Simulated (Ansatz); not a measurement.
Runs of Ansatz 0.2.0 on PbS (Galena). It takes space group Fm-3m (No. 225, cubic). Conventional cell: a = 5.931 Å, b = 5.931 Å, c = 5.931 Å, α = 90.00°, β = 90.00°, γ = 90.00°. Pb (site symmetry m-3m) is surrounded by 6 S at 2.97 Å. Around S (site symmetry m-3m) lie 6 Pb at 2.97 Å. 

```csv
task,level,spin,cell,k mesh,cutoff (eV),smearing,basis error allowed,mesh quality,gap on the mesh (eV),pressure (GPa),relaxed volume (Å³/atom)
single point,PBE,off,as given,3 × 3 × 3,156,fermi-dirac 0.02 eV,0.003 eV/atom,coarse,-,1.2,-
relaxation of cell and atoms,RPBE,off,relaxed,8 × 8 × 8,-,fermi-dirac 0.05 eV,0.001 eV/atom,not flagged,0.71,0.0,28.13
relaxation of cell and atoms,LDA,off,relaxed,8 × 8 × 8,-,fermi-dirac 0.05 eV,0.001 eV/atom,not flagged,-,0.0,(c)
relaxation of cell and atoms,PBEsol+D4,off,relaxed,8 × 8 × 8,-,fermi-dirac 0.05 eV,0.001 eV/atom,not flagged,-,0.0,(b)
relaxation of cell and atoms,PBEsol+D4,"collinear, ferromagnetic start",relaxed,8 × 8 × 8,-,gaussian 0.01 eV,0.001 eV/atom,not flagged,(a),0.0,25.17
band structure,LDA,off,as given,8 × 8 × 8,178,fermi-dirac 0.05 eV,0.001 eV/atom,not flagged,0.23,-2.6,-
relaxation of cell and atoms,revPBE+D4,off,relaxed,8 × 8 × 8,-,fermi-dirac 0.05 eV,0.001 eV/atom,not flagged,-,0.0,26.19
single point,PBE,off,as given,5 × 5 × 5,150,fermi-dirac 0.06 eV,0.004 eV/atom,not flagged,-,2.0,-
```

Alike in all rows: potentials or basis all-electron LAPW, scalar-relativistic.

Question: Fill in the values left out.

Answer: (a) 0.11; (b) 25.15; (c) 24.95.

Caveats: some runs use coarse meshes; spin-orbit coupling is left out, which as a rule narrows the gap of such compounds by several tenths of an eV (some runs).

A k mesh can miss the band edges, and the runs leave out spin-orbit coupling on Pb.

Not every run made on this cell is shown here.
